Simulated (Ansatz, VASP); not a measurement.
# KBr in VASP and in Ansatz

```
CELL_PARAMETERS angstrom
0.00000 3.30000 3.30000
3.30000 0.00000 3.30000
3.30000 3.30000 0.00000
ATOMIC_POSITIONS crystal
Br 0.50000 0.50000 0.50000
K 0.00000 0.00000 0.00000
```

Alike in both runs: task relaxation of cell and atoms; functional BLYP; dispersion D4; k mesh 7 × 7 × 7; occupations fermi-dirac, width 0.05 eV; no spin polarisation.

|  | VASP | Ansatz |
| --- | --- | --- |
| version | VASP 6.6.1 | Ansatz 0.2.0 |
| potentials or method | VASP PAW PBE potentials, release 64 (Br, K_sv), cutoff 600 eV | all-electron LAPW, scalar-relativistic |

VASP gave:

- relaxed volume (Å³/atom): 36.73
- relaxed cell length with the largest relative difference (Å): 4.701

What did Ansatz give for the same quantities?

Relaxed volume (Å³/atom): 36.61; relaxed cell length with the largest relative difference (Å): 4.696.

Ansatz ran all-electron here, so the differences hold the error of VASP's frozen core and of both bases.

Caveats: the PAW data sets were made with another functional, which shifts forces and pressure a little (VASP). A k mesh can miss the band edges. Zero-point motion and thermal expansion aren't in these numbers.
